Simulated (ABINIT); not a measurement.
Runs of ABINIT 10.8.3 (patched build) on W. The structure is cubic, space group Im-3m (No. 229). Conventional cell: a = 3.165 Å, b = 3.165 Å, c = 3.165 Å, α = 90.00°, β = 90.00°, γ = 90.00°. Around W (site symmetry m-3m) lie 8 W at 2.74 Å. 

| task | level | potentials or basis | cell | k mesh | cutoff (eV) | smearing | cell freedom (optcell) | optimiser (ionmov) | cutoff smearing ecutsm (Ha) | force stop (Ha/bohr) | fine-grid cutoff | gap on the mesh (eV) | pressure (GPa) |
| --- | --- | --- | --- | --- | --- | --- | --- | --- | --- | --- | --- | --- | --- |
| relaxation of cell and atoms | PBE | PseudoDojo NC SR PBE v0.4.1 standard | relaxed | 9 × 9 × 9 | 1007 | fermi-dirac 0.05 eV | 2 | 2 | 0.5 | 2e-05 | - | none | 0.0 |
| single point | PBE | PseudoDojo NC SR PBE v0.4.1 standard | as given | 9 × 9 × 9 | 816 | fermi-dirac 0.05 eV | - | - | - | - | - | none | (a) |
| positron lifetime | PBEsol | JTH PAW PBE v2.0 | as given | 8 × 8 × 8 | 435 | fermi-dirac 0.136 eV | - | - | - | - | 870.764 eV | none | -2.9 |
| optical spectrum | PBE | PseudoDojo NC SR PBE v0.4.1 standard | as given | 16 × 16 × 16, with 2 shifts | 816 | methfessel-paxton 0.136 eV | - | - | - | - | - | - | 5.3 |

Alike in all rows: no spin polarisation.

Q: Fill in the values left out.

A: (a) 5.1.

Caveats: the PAW basis is incomplete for the positron (some runs); the PAW data sets were made with another functional, which shifts forces and pressure a little (some runs); the intraband (Drude) term is left out (some runs); spectra need much finer meshes, so this one isn't converged (some runs).

A k mesh can miss the band edges, and the runs leave out spin-orbit coupling on W.

A gap of «none» marks a metal or a gap under the smearing width.

Not every run made on this cell is shown here.
